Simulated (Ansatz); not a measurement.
# HC4: the cost of one run

Computed with Ansatz 0.2.0 (DFT PBE+D3(BJ), scalar-relativistic, plane waves, PAW, unless a step's input says otherwise).

24 further runs of the same task are left out: 24 set aside as unsound or not needed.

## 1. The system as given

It takes space group P6/mmm (No. 191, hexagonal). Conventional cell: a = 2.466 Å, b = 2.466 Å, c = 28.000 Å, α = 90.00°, β = 90.00°, γ = 120.00°. Around C (site symmetry -6m2) lie 3 C at 1.42 Å.

As a file:

```
CELL_PARAMETERS angstrom
2.46570 0.00000 0.00000
-1.23285 2.13536 0.00000
0.00000 0.00000 28.00000
ATOMIC_POSITIONS crystal
C 0.33333 0.66667 0.50000
C 0.66667 0.33333 0.50000
```

This sheet was relaxed beforehand with the same method; its gap on the mesh is none (metal).

## 3. Plan of the scan

Atoms count from 1 in the order of the input.

H2 lies flat over one site of a rigid substrate while its bond length and height are varied.

- distance H9-H10: 8 values from 0.650 to 2.650 Å
- height of the H2 axis above the plane of C1: 9 values from 0.45 to 3.60 Å

Nothing else is relaxed. Points are written as (first, second).

(The set-up runs are not shown.)

## 4. Grid point (0.650 Å, 1.73 Å)

input.yaml reads:

```yaml
crystal:
  lattice:
    - [4.9314011428, 1.0e-10, 0.0]
    - [-2.4657005715, 4.2707186659, 0.0]
    - [0.0, 0.0, 18.0]
  atoms:
    - { symbol: C, position: [0.1666666667, 0.3333333333, 0.2222222222] }
    - { symbol: C, position: [0.1666666667, 0.8333333333, 0.2222222222] }
    - { symbol: C, position: [0.6666666667, 0.3333333333, 0.2222222222] }
    - { symbol: C, position: [0.6666666667, 0.8333333333, 0.2222222222] }
    - { symbol: C, position: [0.3333333333, 0.1666666667, 0.2222222222] }
    - { symbol: C, position: [0.3333333333, 0.6666666667, 0.2222222222] }
    - { symbol: C, position: [0.8333333333, 0.1666666667, 0.2222222222] }
    - { symbol: C, position: [0.8333333333, 0.6666666667, 0.2222222222] }
    - { symbol: H, position: [0.184095459, 0.1840961602, 0.3183333333] }
    - { symbol: H, position: [0.315904541, 0.3159038398, 0.3183333333] }
basis:
  ecutwfc: 420
kpoints:
  mp_grid: { grid: [6, 6, 1] }
hamiltonian:
  xc: pbe
  pseudopotentials: { kind: paw, azcp: { folder: soft_1 } }
  dispersion: d3bj
scf:
  occupations: { method: gaussian, width: 0.1 }
output:
  forces: true
  eigenvalues: true
efield:
  axis: 3
  dipole_correction: true
  ramp_width: 0.04
```

Command:

```bash
> ansatz run input.yaml --threads 1 --pin off --max-ram 3072MiB --backend cpu --events-out ev --progress --plain --runs-dir out
```

What time and memory should one allow on 1 thread of Arm Neoverse V2, shared host?

About 12 s, with a peak of 0.46 GiB.
